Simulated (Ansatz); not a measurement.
**AgCl: stress in a strained cell**

AgCl is deformed so: equal xx and yy strain of +1 %. What stress and forces result, by LAPW, PAW and all-electron datasets made for the crystal?

Computed with Ansatz 0.2.0 (DFT PBEsol, scalar-relativistic, unless a step's input says otherwise).

**1. The starting structure**

The structure is cubic, space group Pm-3m (No. 221). The conventional cell has a = 3.434 Å, b = 3.434 Å, c = 3.434 Å, α = 90.00°, β = 90.00°, γ = 90.00°. Ag (site symmetry m-3m) has 8 Cl at 2.97 Å as nearest neighbours. Around Cl (site symmetry m-3m) lie 8 Ag at 2.97 Å.

Coordinates:

```
Ag Cl
1.0
     3.43397    0.00000    0.00000
     0.00000    3.43397    0.00000
     0.00000    0.00000    3.43397
Ag Cl
1 1
Direct
  0.00000 0.00000 0.00000
  0.50000 0.50000 0.50000
```

Atoms are numbered in the order of the input: Ag1, Cl2.

**2. After the deformation**

Space group Pm-3m before, P4/mmm after.

**3. Full-potential LAPW**

input.yaml reads:

```yaml
crystal:
  lattice:
    - [3.46831273, 0.0, 0.0]
    - [0.0, 3.46831273, 0.0]
    - [0.0, 0.0, 3.433973]
  atoms:
    - { symbol: Ag, position: [0.0, 0.0, 0.0] }
    - { symbol: Cl, position: [0.5, 0.5, 0.5] }
kpoints:
  mp_grid: { grid: [9, 9, 9] }
  band_path:
    path:
      - [0.0, 0.0, 0.0]
      - [0.0, 0.5, 0.0]
      - [0.5, 0.5, 0.0]
      - [0.0, 0.0, 0.0]
      - [0.0, 0.0, 0.5]
      - [0.0, 0.5, 0.5]
      - [0.5, 0.5, 0.5]
      - [0.0, 0.0, 0.5]
      - [0.0, 0.5, 0.0]
    npoints: 5
scf:
  occupations: { method: fermi_dirac, width: 0.01 }
hamiltonian:
  xc: pbesol
  pseudopotentials: { kind: all_electron, lapw: { basis_error: 0.001 } }
output:
  forces: true
  stress: true
  eigenvalues: true
```

Started as:

```
$ ansatz run input.yaml --threads 1 --pin off --max-ram 3072MiB --backend cpu --events-out ev --progress --plain --runs-dir out
```

**4. PAW with frozen cores**

input.yaml reads:

```yaml
crystal:
  lattice:
    - [3.46831273, 0.0, 0.0]
    - [0.0, 3.46831273, 0.0]
    - [0.0, 0.0, 3.433973]
  atoms:
    - { symbol: Ag, position: [0.0, 0.0, 0.0] }
    - { symbol: Cl, position: [0.5, 0.5, 0.5] }
kpoints:
  mp_grid: { grid: [9, 9, 9] }
scf:
  occupations: { method: fermi_dirac, width: 0.01 }
hamiltonian:
  xc: pbesol
  pseudopotentials: { kind: paw }
output:
  forces: true
  stress: true
  eigenvalues: true
  efg: { contact_densities: true }
```

**5. All-electron PAW on datasets made for the crystal**

Changes to input.yaml since step 4:

```diff
@@ -14,3 +14,3 @@
   xc: pbesol
-  pseudopotentials: { kind: paw }
+  pseudopotentials: { kind: all_electron, datasets: crystal }
 output:
```

(Steps that only read results are left out.)

Before running it: what results should come out? Wanted: pressure; largest shear or deviatoric stress.

As calculated:

```
                                 quantity                                              value
                                 pressure  LAPW -5.30, PAW -5.30, crystal datasets -5.30 GPa
largest shear or deviatoric stress (LAPW)                                           0.30 GPa
```

In words: The largest part of the stress beyond the pressure is 0.30 GPa in size, in the zz component; the atoms are carried along and not relaxed. No run of the undeformed cell stands beside it, so the pressure holds what the given cell had before the change. PAW: stress within 0.01 GPa of LAPW. Crystal datasets: stress within 0.01 GPa of LAPW.
